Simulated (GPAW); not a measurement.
# GaP (F-43m) in GPAW: notebook

Aim: see how the results for GaP move with the level of theory and the settings. Levels: PBE+D3, LDA, PBE. Tasks: equation of state, band structure.

Everything below comes from runs of GPAW 26.7.0. Logs are shortened: lines on timing, memory, paths and dates and some standing lists are left out, and cuts for length are marked. The log counts tension as positive stress, the text compression.

**Measured values to compare with.**

“Phosphorous dimerization in GaP at high pressure”, 2017, arxiv:1709.06667 reports, for a bulk crystal of GaP: bulk modulus 87.5 ± 0.6 GPa.

“Stacking defects in GaP nanowires: Electronic structure and optical properties”, 2018, arxiv:1810.01194 quotes, for a bulk crystal of GaP at 10 K: band gap 2.34 eV (indirect).

The runs below are set against these values where they give the same quantity.

## Step 1: The structure

The structure is cubic, space group F-43m (No. 216). Conventional cell: a = 5.451 Å, b = 5.451 Å, c = 5.451 Å, α = 90.00°, β = 90.00°, γ = 90.00°. Around Ga (site symmetry -43m) lie 4 P at 2.36 Å. P (site symmetry -43m) has 4 Ga at 2.36 Å as nearest neighbours.

## Step 2: Equation of state, PBE+D3

The input, run.py:

```python
from ase.calculators.mixing import SumCalculator
from ase.eos import EquationOfState
from ase.io import Trajectory, read
from ase.units import GPa
from dftd3.ase import DFTD3
from gpaw import GPAW, PW

atoms = read('GaP.xyz')

traj = Trajectory('eos.traj', 'w')
volumes, energies = [], []
for x in [0.94, 0.96, 0.98, 1.0, 1.02, 1.04, 1.06]:
    a = atoms.copy()
    a.set_cell(atoms.cell * x**(1 / 3), scale_atoms=True)
    calc = GPAW(mode=PW(600),
                xc='PBE',
                kpts={'size': (8, 8, 8), 'gamma': True},
                occupations={'name': 'fermi-dirac', 'width': 0.05},
                nbands=11,
                convergence={'density': 1e-05, 'energy': 1e-05},
                maxiter=150,
                txt=f'eos-{x:.2f}.txt')
    a.calc = SumCalculator([calc, DFTD3(method='pbe', damping='d3zero')])
    energies.append(a.get_potential_energy())
    volumes.append(a.get_volume())
    p = -a.get_stress()[:3].mean() / GPa
    calc.write(f'eos-{x:.2f}.gpw')
    traj.write(a)
    print(f'{x:.2f} {volumes[-1]:10.4f} A^3 {energies[-1]:14.6f} eV {p:9.3f} GPa', flush=True)

v0, e0, B = EquationOfState(volumes, energies, eos='birchmurnaghan').fit()
print(f'V0 = {v0:.4f} A^3, E0 = {e0:.6f} eV, B0 = {B / GPa:.2f} GPa')
```

The input, GaP.xyz:

```xyz
2
Lattice="0.0000000000 2.7252500000 2.7252500000 2.7252500000 0.0000000000 2.7252500000 2.7252500000 2.7252500000 0.0000000000" Properties=species:S:1:pos:R:3 pbc="T T T"
Ga     0.0000000000      0.0000000000      0.0000000000
P      4.0878750000      4.0878750000      4.0878750000
```

Potentials or basis: GPAW PAW data sets (gpaw-data 1.2.1), pw.

Run with:

```
$ OMP_NUM_THREADS=1 python run.py
```

What it wrote:

```text
__  _  _
 | _ |_)|_||  |
 |__||  | ||/\| - 26.7.0

Input parameters:
  mode=PW(ecut=600.0),
  convergence={'density': 1e-05, 'energy': 1e-05},
  kpts=MonkhorstPack(size=(8, 8, 8), gamma=True),
  maxiter=150,
  nbands=11,
  occupations=Occupations(name='fermi-dirac', width=0.05),
  xc=XC(name='PBE')

Diagonalizing LCAO Hamiltonian
Converting LCAO to pw mode

                    P

       Ga

Atoms  # Å, Bohr magnetons
|   | symbol |        x |        y |        z |    initial magnetic moments |
|---|--------|----------|----------|----------|-----------------------------|
| 0 |     Ga | 0.000000 | 0.000000 | 0.000000 | ( 0.0000,  0.0000,  0.0000) |
| 1 |      P | 4.004426 | 4.004426 | 4.004426 | ( 0.0000,  0.0000,  0.0000) |

Unit cell  # Å
| periodic |        x |        y |        z |  lengths |    angles |
|----------|----------|----------|----------|----------|-----------|
|      yes | 0.000000 | 2.669617 | 2.669617 | 3.775409 | 60.000000 |
|      yes | 2.669617 | 0.000000 | 2.669617 | 3.775409 | 60.000000 |
|      yes | 2.669617 | 2.669617 | 0.000000 | 3.775409 | 60.000000 |

Number of symmetries: 24
Symmetry operations  # r_c * U_cc + t_c -> r_c
|    | kind |            matrix            |
|----|------|------------------------------|
|  0 |  E   |  1, 0, 0,  0, 1, 0,  0, 0, 1 |
|  1 |  σ   |  1, 0, 0,  0, 0, 1,  0, 1, 0 |
|  2 |  σ   |  1, 0,-1,  0, 1,-1,  0, 0,-1 |
|  3 |  C3  |  1, 0,-1,  0, 0,-1,  0, 1,-1 |
|  4 |  C3  |  1,-1, 0,  0,-1, 1,  0,-1, 0 |
|  5 |  σ   |  1,-1, 0,  0,-1, 0,  0,-1, 1 |
|  6 |  σ   |  0, 1, 0,  1, 0, 0,  0, 0, 1 |
|  7 |  C3  |  0, 1, 0,  0, 0, 1,  1, 0, 0 |
|  8 |  C2  |  0, 1,-1,  1, 0,-1,  0, 0,-1 |
|  9 |  S4  |  0, 1,-1,  0, 0,-1,  1, 0,-1 |
| 10 |  C3  |  0, 0, 1,  1, 0, 0,  0, 1, 0 |
| 11 |  σ   |  0, 0, 1,  0, 1, 0,  1, 0, 0 |
| 12 |  S4  |  0, 0,-1,  1, 0,-1,  0, 1,-1 |
| 13 |  C3  |  0, 0,-1,  0, 1,-1,  1, 0,-1 |
| 14 |  S4  |  0,-1, 1,  1,-1, 0,  0,-1, 0 |
| 15 |  C2  |  0,-1, 1,  0,-1, 0,  1,-1, 0 |
| 16 |  C3  |  0,-1, 0,  1,-1, 0,  0,-1, 1 |
| 17 |  S4  |  0,-1, 0,  0,-1, 1,  1,-1, 0 |
| 18 |  S4  | -1, 1, 0, -1, 0, 1, -1, 0, 0 |
| 19 |  C3  | -1, 1, 0, -1, 0, 0, -1, 0, 1 |
| 20 |  C3  | -1, 0, 1, -1, 1, 0, -1, 0, 0 |
| 21 |  S4  | -1, 0, 1, -1, 0, 0, -1, 1, 0 |
| 22 |  σ   | -1, 0, 0, -1, 1, 0, -1, 0, 1 |
| 23 |  C2  | -1, 0, 0, -1, 0, 1, -1, 1, 0 |

BZ-sampling:
  Number of BZ points: 512
  Number of IBZ points: 29

  Monkhorst-Pack size: [8, 8, 8]
  Monkhorst-Pack shift: [0.0625, 0.0625, 0.0625]

K-points  # in reciprocal-cell coordinates
|     |                                coordinates |     weight |
|-----|--------------------------------------------|------------|
|   0 | (  0.00000000,   0.00000000,   0.00000000) | 0.00195312 |
|   1 | (  0.12500000,   0.12500000,   0.00000000) | 0.01171875 |
|   2 | (  0.12500000,   0.12500000,   0.12500000) | 0.01562500 |
|   3 | (  0.25000000,   0.12500000,   0.12500000) | 0.02343750 |
|   4 | (  0.25000000,   0.25000000,   0.00000000) | 0.01171875 |
|   5 | (  0.25000000,   0.25000000,   0.12500000) | 0.04687500 |
|   6 | (  0.25000000,   0.25000000,   0.25000000) | 0.01562500 |
|   7 | (  0.37500000,   0.25000000,  -0.37500000) | 0.04687500 |
|   8 | (  0.37500000,   0.25000000,   0.12500000) | 0.04687500 |
|   9 | (  0.37500000,   0.25000000,   0.25000000) | 0.04687500 |
| ... |                                            |            |
|  28 | (  0.50000000,   0.50000000,   0.50000000) | 0.00781250 |

Plane wave coefficients: 1287
Cutoff: 600.0 eV

Spin-components: 1 (collinear spins)
Bands:           11
Projectors:      10
Spin-degeneracy: 2
Datatype:        complex128

Parallelization:
  kpt:    1
  domain: 1
  band:   1

Density:
  Valence electrons: 8.0
  Components: 1
  Grid points: [24 24 24]
  Charge: 0.0  # |e|

Potential:
  Grid points: [24 24 24]

species:
  Ga:
    name:    Gallium
    Z:       31.0
    valence: 3
    core:    28
    charge:  0.0  # [|e|]
    compensation charges:
      type: gauss
      rc: 0.37  # [Å]
      lmax: 2
    cutoffs:
      filter: 2.06  # [Å]
      core: 4.17  # [Å]
    projectors
    | kind |    occ | energy [eV] | rcut [Å] |
    |------|--------|-------------|----------|
    |   4s |  2.000 |      -8.945 |    1.164 |
    |   4p |  1.000 |      -2.580 |    1.164 |
    |    s |        |      18.266 |    1.164 |
    |    p |        |      24.631 |    1.164 |
    |    d |        |       0.000 |    1.164 |

    Using partial waves for Ga as LCAO basis

  P:
    name:    Phosphorus
    Z:       15.0
    valence: 5
    core:    10
    charge:  0.0  # [|e|]
    compensation charges:
      type: gauss
      rc: 0.30  # [Å]
      lmax: 2
    cutoffs:
      filter: 1.69  # [Å]
      core: 1.81  # [Å]
    projectors
    | kind |    occ | energy [eV] | rcut [Å] |
    |------|--------|-------------|----------|
    |   3s |  2.000 |     -13.968 |    0.953 |
    |   3p |  3.000 |      -5.506 |    0.953 |
    |    s |        |      13.244 |    0.953 |
    |    p |        |      21.705 |    0.953 |
    |    d |        |       0.000 |    0.953 |

    Using partial waves for P as LCAO basis

Reference energy: -62187.585188  # eV

eigensolver:
  PPCG
  Converge bands: occupied
  niter=2

density mixing:
  MSR1-Mixer
  Pratt-step length: 0.05
  Maximum mixing coefficient: 0.75
  Old densities: 10
  SVD Regularization: 0.005
  Good broyden scale: 1.0
  Trust region scale: 1.0
  Backstep threshold: 4.0
  History deletion threshold: 6.0
  Fourier metric: weight=20.0, sigma=0.015

occupation numbers:
  Fermi-Dirac:
    width: 0.0500  # eV

poisson solver:
  ecut: 4800.0  # eV

xc functional:
  name: PBE with 2 nearest neighbor stencil

convergence criteria:
- Maximum integral of absolute [dens]ity change: 1e-05 electrons / valence electron
- Maximum [total energy] change in last 3 cyles: 1e-05 eV / valence electron
- Maximum integral of absolute [eigenst]ate change: 4e-08 eV^2 / valence electron
maximum number of iterations: 150

SCF iterations
|iter     | |      energy | eigst |  dens |
|---------|-|-------------|-------|-------|
|iter:   1| |   -9.110409 | -0.24 |       |
|iter:   2| |   -9.075306 | -2.33 | -0.83 |
|iter:   3| |   -8.915888 | -1.83 | -0.87 |
|iter:   4| |   -8.917362 | -3.36 | -1.52 |
|iter:   5| |   -8.917787 | -4.31 | -2.04 |
|iter:   6| |   -8.917825 | -5.58 | -2.76 |
|iter:   7| |   -8.917826c| -7.16 | -3.73 |
|iter:   8| |   -8.917826c| -7.56c| -4.24 |
|iter:   9| |   -8.917826c| -8.68c| -5.34c|

Converged in 9 steps
Energy contributions relative to reference atoms: (reference = -62187.585188)

Energy contributions:
  Kinetic:          33.279904
  Coulomb:         -28.811505
  Zero:              0.016244
  External:          0.000000
  Xc:              -13.402469
  Entropy:          -0.000000
  Spinorbit:         0.000000
  ----------------------------
  Free energy:      -8.917826
  Extrapolated:     -8.917826

dipole moment: (-10.474644, -10.474644, -10.474644)  # |e|*Ang

Fermi level: 6.378
Eigenvalues  # (at kpt = [0.000, 0.000, 0.000])
| band index |      eig [eV] | occ [0-2] |
|------------|---------------|-----------|
|          0 |        -7.316 |     2.000 |
|          1 |         5.629 |     2.000 |
|          2 |         5.629 |     2.000 |
|          3 |         5.629 |     2.000 |
|          4 |         8.051 |     0.000 |
|          5 |         9.544 |     0.000 |
|          6 |         9.544 |     0.000 |
|          7 |         9.544 |     0.000 |
|          8 |        14.793 |     0.000 |
|          9 |        15.406 |     0.000 |
|         10 |        15.406 |     0.000 |

Gap: 1.531 eV
Transition (v -> c):
  (s=0, k=0, n=3, [0.00, 0.00, 0.00]) -> (s=0, k=24, n=4, [0.50, 0.50, 0.00])
Direct/indirect transitions are different
Direct gap: 2.423 eV
Transition at: (s=0, k=0, n=3, [0.00, 0.00, 0.00])

Stress tensor  # eV/Ang^3
|         x |         y |         z |
|-----------|-----------|-----------|
| -0.072320 | -0.000000 |  0.000000 |
| -0.000000 | -0.072320 | -0.000000 |
|  0.000000 | -0.000000 | -0.072320 |

# Writing to eos-0.94.gpw (mode='')
```

Run time: 51 s. Hardware: 1 thread of Intel Xeon Platinum 8488C (Sapphire Rapids), shared host; peak memory 0.19 GiB.

What came out:

```
Equilibrium volume                      : 20.93 Å³/atom
Bulk modulus                            : 83 GPa
Pressure derivative of the bulk modulus : 4.5
```

Energy against volume, from the lowest point:
```
volume (Å³/atom)  energy (meV/atom)
          19.026              53.08
          19.431              31.59
          19.836              16.12
          20.240               6.06
          20.645               0.85
          21.050               0.00
          21.455               3.06
```

Caveat: the data sets keep Ga 3d, Li 1s and Be 1s frozen, and some such compounds lay over 1.5 % in volume off other programs.

## Step 3: Equation of state, LDA

Edit run.py of step 2 so:

```diff
@@ -1,2 +1 @@
-from ase.calculators.mixing import SumCalculator
 from ase.eos import EquationOfState
@@ -4,6 +3,7 @@
 from ase.units import GPa
-from dftd3.ase import DFTD3
-from gpaw import GPAW, PW
+from gpaw import GPAW, PW, setup_paths
 
-atoms = read('GaP.xyz')
+setup_paths.insert(0, '.')
+
+atoms = read('GaP.cif')
 
@@ -15,3 +15,3 @@
     calc = GPAW(mode=PW(600),
-                xc='PBE',
+                xc='LDA',
                 kpts={'size': (8, 8, 8), 'gamma': True},
@@ -22,4 +22,4 @@
                 txt=f'eos-{x:.2f}.txt')
-    a.calc = SumCalculator([calc, DFTD3(method='pbe', damping='d3zero')])
-    energies.append(a.get_potential_energy())
+    a.calc = calc
+    energies.append(a.get_potential_energy(force_consistent=True))
     volumes.append(a.get_volume())
```

The input, GaP.cif:

```cif
data_GaP
_cell_length_a 3.85408551
_cell_length_b 3.85408551
_cell_length_c 3.85408551
_cell_angle_alpha 60.00000000
_cell_angle_beta 60.00000000
_cell_angle_gamma 60.00000000
_space_group_name_H-M_alt 'P1'
_space_group_name_Hall 'P 1'
_space_group_IT_number 1
loop_
_space_group_symop_operation_xyz
'x,y,z'
loop_
_atom_site_label
_atom_site_type_symbol
_atom_site_symmetry_multiplicity
_atom_site_Wyckoff_symbol
_atom_site_fract_x
_atom_site_fract_y
_atom_site_fract_z
_atom_site_occupancy
Ga1 Ga 1 a 0.0000000000 0.0000000000 0.0000000000 1
P1 P 1 a 0.7500000000 0.7500000000 0.7500000000 1
```

Potentials or basis: PAW data sets generated in the run's folder for this functional, pw.

Run with:

```
$ gpaw-setup -f LDA Ga P
$ OMP_NUM_THREADS=1 python run.py
```

What it wrote:

```text
__  _  _
 | _ |_)|_||  |
 |__||  | ||/\| - 26.7.0

Input parameters:
  mode=PW(ecut=600.0),
  convergence={'density': 1e-05, 'energy': 1e-05},
  kpts=MonkhorstPack(size=(8, 8, 8), gamma=True),
  maxiter=150,
  nbands=11,
  occupations=Occupations(name='fermi-dirac', width=0.05),
  xc=XC(name='LDA')

Diagonalizing LCAO Hamiltonian
Converting LCAO to pw mode

                       P

       Ga

Atoms  # Å, Bohr magnetons
|   | symbol |        x |        y |        z |    initial magnetic moments |
|---|--------|----------|----------|----------|-----------------------------|
| 0 |     Ga | 0.000000 | 0.000000 | 0.000000 | ( 0.0000,  0.0000,  0.0000) |
| 1 |      P | 5.663113 | 3.269600 | 2.311956 | ( 0.0000,  0.0000,  0.0000) |

Unit cell  # Å
| periodic |        x |        y |        z |  lengths |    angles |
|----------|----------|----------|----------|----------|-----------|
|      yes | 3.775409 | 0.000000 | 0.000000 | 3.775409 | 60.000000 |
|      yes | 1.887704 | 3.269600 | 0.000000 | 3.775409 | 60.000000 |
|      yes | 1.887704 | 1.089867 | 3.082608 | 3.775409 | 60.000000 |

Number of symmetries: 24
Symmetry operations  # r_c * U_cc + t_c -> r_c
|    | kind |            matrix            |
|----|------|------------------------------|
|  0 |  E   |  1, 0, 0,  0, 1, 0,  0, 0, 1 |
|  1 |  σ   |  1, 0, 0,  0, 0, 1,  0, 1, 0 |
|  2 |  σ   |  1, 0,-1,  0, 1,-1,  0, 0,-1 |
|  3 |  C3  |  1, 0,-1,  0, 0,-1,  0, 1,-1 |
|  4 |  C3  |  1,-1, 0,  0,-1, 1,  0,-1, 0 |
|  5 |  σ   |  1,-1, 0,  0,-1, 0,  0,-1, 1 |
[... 138 lines left out ...]
  ecut: 4800.0  # eV

xc functional:
  name: None

convergence criteria:
- Maximum integral of absolute [dens]ity change: 1e-05 electrons / valence electron
- Maximum [total energy] change in last 3 cyles: 1e-05 eV / valence electron
- Maximum integral of absolute [eigenst]ate change: 4e-08 eV^2 / valence electron
maximum number of iterations: 150

SCF iterations
|iter     | |      energy | eigst |  dens |
|---------|-|-------------|-------|-------|
|iter:   1| |  -10.558511 | -0.22 |       |
|iter:   2| |  -10.521423 | -2.33 | -0.84 |
|iter:   3| |  -10.330576 | -1.90 | -0.88 |
|iter:   4| |  -10.327877 | -3.40 | -1.55 |
|iter:   5| |  -10.327842 | -4.51 | -2.11 |
|iter:   6| |  -10.327859c| -5.84 | -2.77 |
|iter:   7| |  -10.327859c| -7.28 | -3.78 |
|iter:   8| |  -10.327859c| -7.67c| -4.25 |
|iter:   9| |  -10.327859c| -8.70c| -5.45c|

Converged in 9 steps
Energy contributions relative to reference atoms: (reference = -62080.661907)

Energy contributions:
  Kinetic:          32.934929
  Coulomb:         -28.693800
  Zero:              0.015926
  External:          0.000000
  Xc:              -14.584913
  Entropy:          -0.000000
  Spinorbit:         0.000000
  ----------------------------
  Free energy:     -10.327859
  Extrapolated:    -10.327859

dipole moment: (-14.900253, -8.602665, -6.083003)  # |e|*Ang

Fermi level: 6.060
Eigenvalues  # (at kpt = [0.000, 0.000, 0.000])
| band index |      eig [eV] | occ [0-2] |
|------------|---------------|-----------|
|          0 |        -7.588 |     2.000 |
|          1 |         5.384 |     2.000 |
|          2 |         5.384 |     2.000 |
|          3 |         5.384 |     2.000 |
|          4 |         7.600 |     0.000 |
|          5 |         9.205 |     0.000 |
|          6 |         9.205 |     0.000 |
|          7 |         9.205 |     0.000 |
|          8 |        14.237 |     0.000 |
|          9 |        15.183 |     0.000 |
|         10 |        15.183 |     0.000 |

Gap: 1.386 eV
Transition (v -> c):
  (s=0, k=0, n=3, [0.00, 0.00, 0.00]) -> (s=0, k=24, n=4, [0.50, 0.50, 0.00])
Direct/indirect transitions are different
Direct gap: 2.216 eV
Transition at: (s=0, k=0, n=3, [0.00, 0.00, 0.00])

Stress tensor  # eV/Ang^3
|         x |         y |         z |
|-----------|-----------|-----------|
| -0.034803 |  0.000000 |  0.000000 |
|  0.000000 | -0.034803 |  0.000000 |
|  0.000000 |  0.000000 | -0.034803 |

# Writing to eos-0.94.gpw (mode='')
```

eos-0.96.txt:

```text
SCF iterations
|iter     | |      energy | eigst |  dens |
|---------|-|-------------|-------|-------|
|iter:   1| |  -10.574148 | -0.24 |       |
|iter:   2| |  -10.537763 | -2.34 | -0.84 |
|iter:   3| |  -10.352816 | -1.92 | -0.88 |
|iter:   4| |  -10.350103 | -3.43 | -1.55 |
|iter:   5| |  -10.350052 | -4.51 | -2.12 |
[... 40 lines left out ...]
  (s=0, k=0, n=3, [0.00, 0.00, 0.00]) -> (s=0, k=24, n=4, [0.50, 0.50, 0.00])
Direct/indirect transitions are different
Direct gap: 2.035 eV
Transition at: (s=0, k=0, n=3, [0.00, 0.00, 0.00])

Stress tensor  # eV/Ang^3
|         x |         y |         z |
|-----------|-----------|-----------|
| -0.020103 |  0.000000 |  0.000000 |
|  0.000000 | -0.020103 |  0.000000 |
|  0.000000 |  0.000000 | -0.020103 |

# Writing to eos-0.96.gpw (mode='')
```

It took 50 s on 1 thread of Intel Xeon Platinum 8488C (Sapphire Rapids), shared host; peak memory 0.2 GiB.

Results:

| Property | Result |
| --- | --- |
| Equilibrium volume | 20.07 Å³/atom |
| Bulk modulus | 92 GPa |
| Pressure derivative of the bulk modulus | 4.6 |

Energy against volume, from the lowest point:
| volume (Å³/atom) | energy (meV/atom) |
| --- | --- |
| 19.026 | 17.02 |
| 19.431 | 5.91 |
| 19.836 | 0.44 |
| 20.240 | 0.00 |
| 20.645 | 4.05 |
| 21.050 | 12.12 |
| 21.455 | 23.76 |

Caveat: the data sets keep Ga 3d, Li 1s and Be 1s frozen, and some such compounds lay over 1.5 % in volume off other programs.

(Part 1 of 2 ends here.)
